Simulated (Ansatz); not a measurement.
# InSe: the cost of one run

Computed with Ansatz 0.2.0 (DFT PBEsol, scalar-relativistic, unless a step's input says otherwise).

A COD entry behind a cell of this session may itself be a prediction, so a difference from it is no test against experiment.

## (1) The starting structure

The structure is trigonal, space group R3m (No. 160). The conventional cell has a = 4.000 Å, b = 4.000 Å, c = 24.950 Å, α = 90.00°, β = 90.00°, γ = 120.00°. In (site symmetry 3m) is surrounded by 3 Se at 2.64 Å and 1 In at 2.80 Å. Se (site symmetry 3m) has 3 In at 2.64 Å as nearest neighbours.

Structure file:

```xyz
4
Lattice="2.0000 1.1547 8.3167 -2.0000 1.1547 8.3167 0.0000 -2.3094 8.3167" Properties=species:S:1:pos:R:3 pbc="T T T"
In    0.0000    0.0000    0.0000
In    0.0000    0.0000    2.7994
Se    0.0000    0.0000   15.3567
Se    0.0000    0.0000   20.7085
```

Atoms are numbered in the order of the input: In1, In2, Se3, Se4.

## (2) The deformed structure

Space group R3m before, R3m after.

## (3) LAPW, all electrons

Contents of input.yaml:

```yaml
crystal:
  lattice:
    - [2.0199996468, 1.1662473399, 8.31667]
    - [-2.0199996468, 1.1662473399, 8.31667]
    - [0.0, -2.3324946797, 8.31667]
  atoms:
    - { symbol: In, position: [0.0, 0.0, 0.0] }
    - { symbol: In, position: [0.1122, 0.1122, 0.1122] }
    - { symbol: Se, position: [0.6155, 0.6155, 0.6155] }
    - { symbol: Se, position: [0.83, 0.83, 0.83] }
kpoints:
  mp_grid: { grid: [7, 7, 7] }
  band_path:
    path:
      - [0.0, 0.0, 0.0]
      - [-0.5, -0.5, -0.5]
      - [-0.5, -0.1797763178, -0.8202236822]
      - [-0.1797763178, 0.1797763178, -0.5]
      - [0.0, 0.0, -0.5]
      - [0.0, 0.0, 0.0]
      - [0.0, 0.3398881589, -0.3398881589]
      - [-0.3398881589, 0.0, -0.6601118411]
      - [-0.5, 0.0, -0.5]
    npoints: 5
scf:
  occupations: { method: fermi_dirac, width: 0.01 }
hamiltonian:
  xc: pbesol
  pseudopotentials: { kind: all_electron, lapw: { basis_error: 0.001 } }
output:
  forces: true
  stress: true
  eigenvalues: true
```

Run with:

```bash
$ ansatz run input.yaml --threads 1 --pin off --max-ram 6144MiB --backend cpu --events-out ev --progress --plain --runs-dir out
```

Q: Estimate wall time and peak memory on 1 thread of Arm Neoverse V1, shared host.

About 2.8 min, with a peak of 0.58 GiB.
